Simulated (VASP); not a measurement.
# KTaO3 (Pm-3m) in VASP: further runs

The runs below take KTaO3 through single point, relaxation of cell and atoms, with r2SCAN, PBE, PBE+D3(BJ).

Everything below comes from runs of VASP 6.6.1. Logs are shortened: lines on timing, memory, paths and dates and some standing lists are left out, and cuts for length are marked.

### Step 1. The crystal as given

The structure is cubic, space group Pm-3m (No. 221). The conventional cell has a = 3.988 Å, b = 3.988 Å, c = 3.988 Å, α = 90.00°, β = 90.00°, γ = 90.00°. Around Ta (site symmetry m-3m) lie 6 O at 1.99 Å. K (site symmetry m-3m) is surrounded by 12 O at 2.82 Å. O (site symmetry 4/mmm) has 2 Ta at 1.99 Å as nearest neighbours.

### Step 2. Single point, r2SCAN

INCAR

```
SYSTEM = KTaO3
PREC = Accurate
ENCUT = 520
EDIFF = 1E-7
ISMEAR = 0
SIGMA = 0.05
LREAL = .False.
LASPH = .True.
NELM = 100
ALGO = Normal
ISIF = 2
LWAVE = .False.
LCHARG = .False.
METAGGA = R2SCAN
LMIXTAU = .True.
ADDGRID = .False.
```

KPOINTS

```
regular mesh
0
Gamma
  7 7 7
  0 0 0
```

POSCAR

```
KTaO3
1.0
    3.9883000000      0.0000000000      0.0000000000
    0.0000000000      3.9883000000      0.0000000000
    0.0000000000      0.0000000000      3.9883000000
Ta K O
1 1 3
Direct
   -0.0256350000     -0.0111850000     -0.0044090000
    0.4937980000      0.5081920000      0.5126190000
    0.0258780000      0.0231310000      0.5032640000
   -0.0075320000      0.4905350000      0.0030440000
    0.4947730000      0.0084320000     -0.0010180000
```

Potentials or basis: VASP PAW PBE potentials, release 64 (Ta, K_pv, O).

Command:

```console
> cat potpaw_PBE.64/Ta/POTCAR potpaw_PBE.64/K_pv/POTCAR potpaw_PBE.64/O/POTCAR > POTCAR
> mpirun -np 1 vasp_std > vasp.out
```

OUTCAR:

```text
SYSTEM = KTaO3
   PREC = Accurate
   ENCUT = 520
   EDIFF = 1E-7
   ISMEAR = 0
   LREAL = .False.
   LASPH = .True.
   NELM = 100
   ISIF = 2
   METAGGA = R2SCAN

 Found    172 irreducible k-points:

 Following reciprocal coordinates:
            Coordinates               Weight
  0.000000  0.000000  0.000000      1.000000
  0.142857  0.000000  0.000000      2.000000
  0.000000  0.142857  0.000000      2.000000
  0.000000  0.000000  0.142857      2.000000
  0.285714  0.000000  0.000000      2.000000
  0.000000  0.285714  0.000000      2.000000
   k-points           NKPTS =    172   k-points in BZ     NKDIM =    172   number of bands    NBANDS=     19
   number of dos      NEDOS =    301   number of ions     NIONS =      5
   total plane-waves  NPLWV =  27000
   dimension x,y,z NGX =    30 NGY =   30 NGZ =   30
   dimension x,y,z NGXF=    60 NGYF=   60 NGZF=   60
   ions per type =               1   1   3
   NGX,Y,Z   is equivalent  to a cutoff of  12.51, 12.51, 12.51 a.u.
   NGXF,Y,Z  is equivalent  to a cutoff of  25.01, 25.01, 25.01 a.u.
 SYSTEM =  KTaO3
   PREC   = accura    normal or accurate (medium, high low for compatibility)
   ISTART =      0    job   : 0-new  1-cont  2-samecut
   ICHARG =      2    charge: 1-file 2-atom 10-const
   ISPIN  =      1    spin polarized calculation?
   LNONCOLLINEAR =      F non collinear calculations
   LSORBIT =      F    spin-orbit coupling
   LASPH  =      T    aspherical Exc in radial PAW
   ENCUT  =  520.0 eV  38.22 Ry    6.18 a.u.   7.42  7.42  7.42*2*pi/ulx,y,z
   NELM   =    100;   NELMIN=  2; NELMDL= -5     # of ELM steps
   EDIFF  = 0.1E-06   stopping-criterion for ELM
   LREAL  =      F    real-space projection
   EDIFFG = 0.1E-05   stopping-criterion for IOM
   NSW    =      0    number of steps for IOM
   IBRION =     -1    ionic relax: 0-MD 1-quasi-New 2-CG
   NFREE  =      0    steps in history (QN), initial steepest desc. (CG)
   ISIF   =      2    stress and relaxation
   ISYM   =      2    0-nonsym 1-usesym 2-fastsym
   POTIM  = 0.5000    time-step for ionic-motion
   TEBEG  =    0.0;   TEEND  =   0.0 temperature during run
   PSTRESS=    0.0 pullay stress
   NELECT =      30.0000    total number of electrons
   NUPDOWN=      -1.0000    fix difference up-down
   EMIN   =  10.00;   EMAX   =-10.00  energy-range for DOS
   EFERMI =   0.00;   METHOD = LEGACY
   ISMEAR =     0;   SIGMA  =   0.05  broadening in eV -4-tet -1-fermi 0-gaus
   EFERMI_NEDOS =   21; number of points for ismear=-14 and -15
   IALGO  =     38    algorithm
   IMIX   =      4    mixing-type and parameters
     AMIX     =   0.40;   BMIX     =  1.00
     AMIX_MAG =   1.60;   BMIX_MAG =  1.00
  volume/ion in A,a.u.               =      12.69        85.62
  Fermi-wavevector in a.u.,A,eV,Ry     =   1.275442  2.410236 22.133314  1.626753
  Thomas-Fermi vector in A             =   2.408154
   LORBIT       =      0    0 simple, 1 ext, 2 COOP (PROOUT), +10 PAW based schemes
   METAGGA = R2SCAN    functional components
   LHFCALC =     F    Hartree Fock is set to
   AEXX    =    0.0000 exact exchange contribution
   IVDW    =     0    specifies the selected vdW correction
   LEPSILON=     F    determine dielectric tensor
   LRPA    =     F    only Hartree local field effects (RPA)
 non-spin polarized calculation
 Gauss-broadening in eV      SIGMA  =   0.05
  energy-cutoff  :      520.00
  volume of cell :       63.44
 maximum number of plane-waves:      1743
 NGX is ok and might be reduce to    30
   NGX = 15   NGY = 15   NGZ = 15

 number of electron      30.0000007 magnetization

 Free energy of the ion-electron system (eV)
  ---------------------------------------------------
  ext. energy  EPLUGINS =         0.00000000
  ---------------------------------------------------
  free energy    TOTEN  =       -86.85222525 eV

  energy without entropy =      -86.85222525  energy(sigma->0) =      -86.85222525

 E-fermi :   0.4410     XC(G=0): -11.4591

 val. band max:        0.2221476763   @ k =   0.4286   0.4286   0.4286
 cond. band min:       2.8516927653   @ k =   0.0000   0.0000   0.0000
 fundamental gap:      2.6295450890
 Fermi energy:         0.4410462257

 k-point     1 :       0.0000    0.0000    0.0000
  band No.  band energies     occupation
      1     -18.3329      2.00000
      2     -17.6408      2.00000
      3     -17.5176      2.00000
      4     -10.8591      2.00000
      5     -10.8535      2.00000
      6     -10.8461      2.00000
[... 11 lines left out ...]
     18       3.4839      0.00000
     19       7.2155      0.00000

 k-point     2 :       0.1429    0.0000    0.0000
  band No.  band energies     occupation
      1     -18.2607      2.00000
      2     -17.5838      2.00000
      3     -17.4956      2.00000
      4     -10.8508      2.00000
      5     -10.8463      2.00000
      6     -10.8212      2.00000
[... 11 lines left out ...]
     18       3.8873      0.00000
     19       7.2241      0.00000

 k-point     3 :       0.0000    0.1429    0.0000
  band No.  band energies     occupation
      1     -18.2780      2.00000
      2     -17.5865      2.00000
      3     -17.4744      2.00000
      4     -10.8487      2.00000
      5     -10.8460      2.00000
      6     -10.8231      2.00000
[... 11 lines left out ...]
     18       3.7027      0.00000
     19       7.2981      0.00000

 k-point     4 :       0.0000    0.0000    0.1429
  band No.  band energies     occupation
      1     -18.2888      2.00000
      2     -17.6355      2.00000
      3     -17.4281      2.00000
      4     -10.8504      2.00000
      5     -10.8385      2.00000
      6     -10.8288      2.00000
[... 11 lines left out ...]
     18       3.5842      0.00000
     19       7.2595      0.00000

 k-point     5 :       0.2857    0.0000    0.0000
  band No.  band energies     occupation
      1     -18.1684      2.00000
      2     -17.5290      2.00000
      3     -17.2732      2.00000
      4     -10.8330      2.00000
      5     -10.8289      2.00000
      6     -10.7645      2.00000
[... 11 lines left out ...]
     18       4.8717      0.00000
     19       7.2497      0.00000

 k-point     6 :       0.0000    0.2857    0.0000
  band No.  band energies     occupation
      1     -18.2134      2.00000
      2     -17.5472      2.00000
      3     -17.2052      2.00000
      4     -10.8308      2.00000
      5     -10.8279      2.00000
      6     -10.7663      2.00000
[... 11 lines left out ...]
     18       4.6902      0.00000
     19       7.3310      0.00000

 [... further k-points ...]

------------------------ aborting loop because EDIFF is reached ----------------------------------------

  FORCE on cell =-STRESS in cart. coord.  units (eV):
  Direction    XX          YY          ZZ          XY          YZ          ZX
  --------------------------------------------------------------------------------------
  -------------------------------------------------------------------------------------
  Total        1.2266602      0.5472285     -0.2095388      0.1082114      0.0945269      0.1102397
  in kB       30.9792850     13.8202483     -5.2918998      2.7328766      2.3872765      2.7841012
  external PRESSURE =      13.1692112 kB  Pullay stress =       0.0000000 kB

 VOLUME and BASIS-vectors are now :
 -----------------------------------------------------------------------------
  energy-cutoff  :      520.00
  volume of cell :       63.44
      direct lattice vectors                 reciprocal lattice vectors
     3.988300000  0.000000000  0.000000000     0.250733395  0.000000000  0.000000000
     0.000000000  3.988300000  0.000000000     0.000000000  0.250733395  0.000000000
     0.000000000  0.000000000  3.988300000     0.000000000  0.000000000  0.250733395

 POSITION                                       TOTAL-FORCE (eV/Angst)
 -----------------------------------------------------------------------------------
      3.88606      3.94369      3.97072         0.428481      0.234632      0.167786
      1.96941      2.02682      2.04448        -0.078924     -0.185990     -0.287830
      0.10321      0.09225      2.00717        -0.771946     -0.756456     -0.049192
      3.95826      1.95640      0.01214        -0.059984      1.130064      0.049091
      1.97330      0.03363      3.98424         0.482373     -0.422250      0.120146
 -----------------------------------------------------------------------------------
    total drift:                               -0.001922      0.000843      0.002069

  FREE ENERGIE OF THE ION-ELECTRON SYSTEM (eV)
  ---------------------------------------------------
  free  energy   TOTEN  =       -86.8522252473 eV

  energy  without entropy=      -86.8522252473  energy(sigma->0) =      -86.85222525
```

Wall time 12 min (1 thread of AMD EPYC 9R14 (Zen 4), shared host); peak memory 0.32 GiB.

The run converged, but some of its settings lie outside the range that counts as converged, so its numbers aren't taken as properties of the crystal.

Results:

| Item | Value |
| --- | --- |
| Free energy | -86.8522 eV |
| Pressure | 1.3 GPa |
| Largest force | 1.133 eV/Å |
| Band gap on the k mesh | 2.63 eV, indirect (least direct gap 3.29 eV) |

Caveat: the PAW data sets were made with another functional, which shifts forces and pressure a little; spin-orbit coupling is left out, which moves the levels of the heavy elements; an odd mesh through Γ misses points on the zone boundary, where band edges often lie.

### Step 3. Single point, r2SCAN

INCAR, as its differences from that of step 2:

```diff
@@ -2,3 +2,3 @@
 PREC = Accurate
-ENCUT = 520
+ENCUT = 650
 EDIFF = 1E-7
```

KPOINTS is that of step 2.

POSCAR

```
KTaO3
1.0
    3.9883000000      0.0000000000      0.0000000000
    0.0000000000      3.9883000000      0.0000000000
    0.0000000000      0.0000000000      3.9883000000
Ta K O
1 1 3
Direct
    0.0000000000      0.0000000000      0.0000000000
    0.5000000000      0.5000000000      0.5000000000
    0.0000000000      0.0000000000      0.5000000000
    0.0000000000      0.5000000000      0.0000000000
    0.5000000000      0.0000000000      0.0000000000
```

Potentials or basis: VASP PAW PBE potentials, release 64 (Ta, K_pv, O).

Command:

```console
> cat potpaw_PBE.64/Ta/POTCAR potpaw_PBE.64/K_pv/POTCAR potpaw_PBE.64/O/POTCAR > POTCAR
> mpirun -np 1 vasp_std > vasp.out
```

OUTCAR:

```text
SYSTEM = KTaO3
   PREC = Accurate
   ENCUT = 650
   EDIFF = 1E-7
   ISMEAR = 0
   LREAL = .False.
   LASPH = .True.
   NELM = 100
   ISIF = 2
   METAGGA = R2SCAN

 Found     20 irreducible k-points:

 Following reciprocal coordinates:
            Coordinates               Weight
  0.000000  0.000000  0.000000      1.000000
  0.142857  0.000000  0.000000      6.000000
  0.285714  0.000000  0.000000      6.000000
  0.428571  0.000000  0.000000      6.000000
  0.142857  0.142857  0.000000     12.000000
  0.285714  0.142857  0.000000     24.000000
   k-points           NKPTS =     20   k-points in BZ     NKDIM =     20   number of bands    NBANDS=     19
   number of dos      NEDOS =    301   number of ions     NIONS =      5
   total plane-waves  NPLWV =  46656
   dimension x,y,z NGX =    36 NGY =   36 NGZ =   36
   dimension x,y,z NGXF=    72 NGYF=   72 NGZF=   72
   ions per type =               1   1   3
   NGX,Y,Z   is equivalent  to a cutoff of  15.01, 15.01, 15.01 a.u.
   NGXF,Y,Z  is equivalent  to a cutoff of  30.01, 30.01, 30.01 a.u.
 SYSTEM =  KTaO3
   PREC   = accura    normal or accurate (medium, high low for compatibility)
   ISTART =      0    job   : 0-new  1-cont  2-samecut
   ICHARG =      2    charge: 1-file 2-atom 10-const
   ISPIN  =      1    spin polarized calculation?
[... 59 lines left out ...]
 fundamental gap:      2.5756358521
 Fermi energy:         0.4618277567

 k-point     1 :       0.0000    0.0000    0.0000
  band No.  band energies     occupation
      1     -18.3356      2.00000
      2     -17.6321      2.00000
      3     -17.6321      2.00000
      4     -10.8511      2.00000
      5     -10.8511      2.00000
      6     -10.8511      2.00000
[... 109 lines left out ...]
      6     -10.7597      2.00000
[... 11 lines left out ...]
     18       4.7742      0.00000
     19       7.6235      0.00000

 [... further k-points ...]

------------------------ aborting loop because EDIFF is reached ----------------------------------------

  FORCE on cell =-STRESS in cart. coord.  units (eV):
  Direction    XX          YY          ZZ          XY          YZ          ZX
  --------------------------------------------------------------------------------------
  -------------------------------------------------------------------------------------
  Total        0.4956063      0.4956063      0.4956063      0.0000000      0.0000000     -0.0000000
  in kB       12.5165297     12.5165297     12.5165297      0.0000000      0.0000000     -0.0000000
  external PRESSURE =      12.5165297 kB  Pullay stress =       0.0000000 kB

 VOLUME and BASIS-vectors are now :
 -----------------------------------------------------------------------------
  energy-cutoff  :      650.00
  volume of cell :       63.44
      direct lattice vectors                 reciprocal lattice vectors
     3.988300000  0.000000000  0.000000000     0.250733395  0.000000000  0.000000000
     0.000000000  3.988300000  0.000000000     0.000000000  0.250733395  0.000000000
     0.000000000  0.000000000  3.988300000     0.000000000  0.000000000  0.250733395

 POSITION                                       TOTAL-FORCE (eV/Angst)
 -----------------------------------------------------------------------------------
      0.00000      0.00000      0.00000         0.000000      0.000000      0.000000
      1.99415      1.99415      1.99415         0.000000      0.000000      0.000000
      0.00000      0.00000      1.99415         0.000000      0.000000      0.000000
      0.00000      1.99415      0.00000         0.000000      0.000000      0.000000
      1.99415      0.00000      0.00000         0.000000      0.000000      0.000000
 -----------------------------------------------------------------------------------
    total drift:                                0.000000      0.000000     -0.000000

  FREE ENERGIE OF THE ION-ELECTRON SYSTEM (eV)
  ---------------------------------------------------
  free  energy   TOTEN  =       -87.0043710142 eV

  energy  without entropy=      -87.0043710142  energy(sigma->0) =      -87.00437101
```

OSZICAR:

```text
N       E                     dE             d eps       ncg     rms          rms(c)
DAV:   1     0.190806492797E+03    0.19081E+03   -0.17392E+04   760   0.184E+03
DAV:   2    -0.858731628657E+02   -0.27668E+03   -0.26811E+03  1086   0.388E+02
DAV:   3    -0.101632103877E+03   -0.15759E+02   -0.15721E+02   878   0.957E+01
DAV:   4    -0.101806269351E+03   -0.17417E+00   -0.17403E+00  1005   0.110E+01
[... 12 lines left out ...]
DAV:  17    -0.870043706013E+02   -0.19695E-04   -0.67224E-06   880   0.290E-02    0.468E-03
DAV:  18    -0.870043629079E+02    0.76935E-05   -0.20515E-06   871   0.153E-02    0.558E-03
DAV:  19    -0.870043711684E+02   -0.82605E-05   -0.58488E-06   880   0.245E-02    0.574E-04
DAV:  20    -0.870043709196E+02    0.24882E-06   -0.25796E-07   690   0.466E-03    0.321E-04
DAV:  21    -0.870043710142E+02   -0.94615E-07   -0.30345E-08   554   0.166E-03
   1 F= -.87004371E+02 E0= -.87004371E+02  d E =-.372572E-16
```

stdout:

```text
POSCAR found type information on POSCAR TaK O
 POSCAR found :  3 types and       5 ions
 scaLAPACK will be used
 -----------------------------------------------------------------------------
|                                                                             |
|                                                                             |
|     You enforced a specific xc type in the INCAR file but a different       |
|     I HOPE YOU KNOW WHAT YOU ARE DOING!                                     |
|                                                                             |
 -----------------------------------------------------------------------------

 LDA part: xc-table for (None), standard interpolation
 POSCAR, INCAR and KPOINTS ok, starting setup
 FFT: planning ... GRIDC
 FFT: planning ... GRID_SOFT
 FFT: planning ... GRID
 WAVECAR not read
 entering main loop
```

Wall time 2.6 min (1 thread of AMD EPYC 9R14 (Zen 4), shared host); peak memory 0.2 GiB.

The run converged, but some of its settings lie outside the range that counts as converged, so its numbers aren't taken as properties of the crystal.

Results:

| Item | Value |
| --- | --- |
| Free energy | -87.0044 eV |
| Pressure | 1.3 GPa |
| Band gap on the k mesh | 2.58 eV, indirect (least direct gap 3.18 eV) |

Caveat: the PAW data sets were made with another functional, which shifts forces and pressure a little; spin-orbit coupling is left out, which moves the levels of the heavy elements; an odd mesh through Γ misses points on the zone boundary, where band edges often lie.

### Step 4. Single point, r2SCAN

INCAR, as its differences from that of step 3:

```diff
@@ -2,3 +2,3 @@
 PREC = Accurate
-ENCUT = 650
+ENCUT = 520
 EDIFF = 1E-7
```

KPOINTS

```
regular mesh
0
Gamma
  8 8 8
  0 0 0
```

POSCAR is that of step 3.

Command:

```console
> cat potpaw_PBE.64/Ta/POTCAR potpaw_PBE.64/K_pv/POTCAR potpaw_PBE.64/O/POTCAR > POTCAR
> mpirun -np 1 vasp_std > vasp.out
```

Run time: 2.3 min. Hardware: 1 thread of AMD EPYC 9R14 (Zen 4), shared host; peak memory 0.17 GiB.

These settings aren't checked as converged: the numbers below hold their error.

What came out:

| Property | Result |
| --- | --- |
| Free energy | -86.9883 eV |
| Pressure | 1.5 GPa |
| Band gap on the k mesh | 2.51 eV, indirect (least direct gap 3.18 eV) |

Caveat: the PAW data sets were made with another functional, which shifts forces and pressure a little; spin-orbit coupling is left out, which moves the levels of the heavy elements.

(Continued in part 2 of 2.)
